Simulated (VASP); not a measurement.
Runs of VASP 6.6.1 on Be. Symmetry: P4/mmm, No. 123, tetragonal system. The conventional cell has a = 2.021 Å, b = 2.021 Å, c = 2.662 Å, α = 90.00°, β = 90.00°, γ = 90.00°. Be (site symmetry 4/mmm) is surrounded by 4 Be at 2.02 Å. The cell was built by a generator and needn't be a form met in nature.

```tsv
task	level	potentials or basis	cell	other keys	gap on the mesh (eV)	pressure (GPa)	relaxed volume (Å³/atom)
relaxation of cell and atoms	BLYP	VASP PAW PBE potentials, release 64 (Be)	relaxed	-	none	0.0	12.15
relaxation of cell and atoms	vdW-DF-cx	VASP PAW PBE potentials, release 64 (Be)	relaxed	-	none	0.0	11.13
relaxation of cell and atoms	optB88-vdW	VASP PAW PBE potentials, release 64 (Be)	relaxed	-	none	-0.1	11.31
relaxation of cell and atoms	rev-vdW-DF2	VASP PAW PBE potentials, release 64 (Be)	relaxed	-	none	0.1	(b)
relaxation of cell and atoms	AM05	VASP PAW PBE potentials, release 64 (Be)	relaxed	-	none	0.0	10.62
relaxation of cell and atoms	revPBE	VASP PAW PBE potentials, release 64 (Be)	relaxed	-	none	0.0	11.14
relaxation of cell and atoms	PBEsol	VASP PAW PBE potentials, release 64 (Be)	relaxed	-	none	0.0	(c)
relaxation of cell and atoms	LDA	VASP PAW LDA potentials, release 64 (Be)	relaxed	-	none	0.0	10.41
relaxation of cell and atoms	PW91	VASP PAW PBE potentials, release 64 (Be)	relaxed	-	none	0.0	10.99
relaxation of shape and atoms at fixed volume	LDA	VASP PAW LDA potentials, release 64 (Be)	relaxed at fixed volume	ISIF = 4; PREC = High	none	-2.5	-
relaxation of cell and atoms	RPBE	VASP PAW PBE potentials, release 64 (Be)	relaxed	-	none	0.0	(a)
```

Alike in all rows: no spin polarisation; k mesh 13 × 13 × 10; cutoff (eV) 600; smearing fermi-dirac 0.05 eV.

**Question.** Fill in the values left out.

**Answer.** (a) 11.18; (b) 10.97; (c) 10.73.

Caveats: the PAW data sets were made with another functional, which shifts forces and pressure a little (some runs).

A gap of «none» marks a metal or a gap under the smearing width.

Runs at the PBE level aren't shown here.
